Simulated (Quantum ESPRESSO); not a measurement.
The system is AgCl (Chlorargyrite).

```
CELL_PARAMETERS angstrom
0.00000 2.73500 2.73500
2.73500 0.00000 2.73500
2.73500 2.73500 0.00000
ATOMIC_POSITIONS crystal
Ag 0.00000 0.00000 0.00000
Cl 0.50000 0.50000 0.50000
```

```yaml
Program: Quantum ESPRESSO 7.5
Task: phonons
Functional: PBE
Potentials_or_basis: JTH 2.0 PBE
Cutoff: 707 eV
Density_cutoff: 4245 eV
k_mesh: 4 × 4 × 4, shifted
Occupations: fermi-dirac, width 0.05 eV
Spin: no spin polarisation
Mixing_beta: 0.5
Most_SCF_iterations: 120
SCF_threshold: 4e-10 Ry
```

The first run showed a gap, so the response started from a second, tighter run with fixed occupations.

Problem. How polar is the lattice: what are the Born charges, the two dielectric constants and the LO-TO splitting?

Solution. Born charges ±1.41 e; dielectric constants 5.19 (electrons alone) and 10.75 (static); transverse and longitudinal modes at 127 and 183 cm⁻¹.

Caveat: the mesh is thin for the dielectric tensor, Born charges and intensities, which usually come out too large; the cell is more than 3 GPa from zero pressure, which shifts response properties.
